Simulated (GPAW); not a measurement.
Runs of GPAW 26.7.0 on NaF (Villiaumite). The structure is cubic, space group Fm-3m (No. 225). The conventional cell has a = 4.640 Å, b = 4.640 Å, c = 4.640 Å, α = 90.00°, β = 90.00°, γ = 90.00°. Around Na (site symmetry m-3m) lie 6 F at 2.32 Å. F (site symmetry m-3m) is surrounded by 6 Na at 2.32 Å. 

| task | level | potentials or basis | cell | k mesh | cutoff (eV) | smearing | band path | band points | optimizer | fmax | max steps | gap on the mesh (eV) | pressure (GPa) | V0 of scaled cells (Å³/atom) | relaxed volume (Å³/atom) | B0 (GPa) |
| --- | --- | --- | --- | --- | --- | --- | --- | --- | --- | --- | --- | --- | --- | --- | --- | --- |
| equation of state | PBEsol+D3 | PAW data sets generated in the run's folder for this functional, pw | as given | 8 × 8 × 8 | 800 | fermi-dirac 0.05 eV | - | - | - | - | - | - | - | 12.17 | - | 49 |
| equation of state | PBE+D3 | GPAW PAW data sets (gpaw-data 1.2.1), pw | as given | 8 × 8 × 8 | 800 | fermi-dirac 0.05 eV | - | - | - | - | - | - | - | 12.49 | - | 46 |
| band structure | M06-L | GPAW PAW data sets (gpaw-data 1.2.1), pw | as given | 8 × 8 × 8 | 800 | fermi-dirac 0.05 eV | GXWKGLUWLK,UX | 80 | - | - | - | 7.74 | -0.6 | - | - | - |
| relaxation of cell and atoms | PBEsol+D4 | PAW data sets generated in the run's folder for this functional, pw | relaxed | 10 × 10 × 10 | 800 | fermi-dirac 0.05 eV | - | - | BFGS | 0.02 eV/Å | 60 | 6.32 | 0.1 | - | 12.11 | - |
| relaxation of cell and atoms | PBEsol+D3(BJ) | PAW data sets generated in the run's folder for this functional, pw | relaxed | 10 × 10 × 10 | 800 | fermi-dirac 0.05 eV | - | - | BFGS | 0.02 eV/Å | 60 | 6.50 | 0.0 | - | (d) | - |
| equation of state | PBE | GPAW PAW data sets (gpaw-data 1.2.1), pw | as given | 10 × 10 × 10 | 800 | fermi-dirac 0.05 eV | - | - | - | - | - | - | - | 12.99 | - | (a) |
| equation of state | PBE+D3(BJ) | GPAW PAW data sets (gpaw-data 1.2.1), pw | as given | 8 × 8 × 8 | 800 | fermi-dirac 0.05 eV | - | - | - | - | - | - | - | 12.41 | - | 51 |
| relaxation of cell and atoms | PBEsol+D3 | PAW data sets generated in the run's folder for this functional, pw | relaxed | 10 × 10 × 10 | 800 | fermi-dirac 0.05 eV | - | - | BFGS | 0.02 eV/Å | 60 | 6.45 | 0.2 | - | 11.82 | - |
| single point | PBEsol | PAW data sets generated in the run's folder for this functional, pw | as given | 10 × 10 × 10 | 800 | fermi-dirac 0.05 eV | - | - | - | - | - | 6.16 | -1.1 | - | - | - |
| relaxation of cell and atoms | PBEsol+D3(BJ)+ATM | PAW data sets generated in the run's folder for this functional, pw | relaxed | 10 × 10 × 10 | 800 | fermi-dirac 0.05 eV | - | - | BFGS | 0.02 eV/Å | 60 | 6.46 | 0.0 | - | 11.81 | - |
| band structure | r2SCAN | GPAW PAW data sets (gpaw-data 1.2.1), pw | as given | 10 × 10 × 10 | 800 | fermi-dirac 0.05 eV | GXWKGLUWLK,UX | 60 | - | - | - | (c) | (b) | - | - | - |

Alike in all rows: no spin polarisation.

Question: Fill in the values left out.

Answer: (a) 47; (b) -2.4; (c) 7.11; (d) 11.74.

Caveats: later steps reuse the first step's grids (some runs); the PAW data sets were made with another functional, which shifts forces and pressure a little (some runs).

A k mesh can miss the band edges.

Not every run made on this cell is shown here.
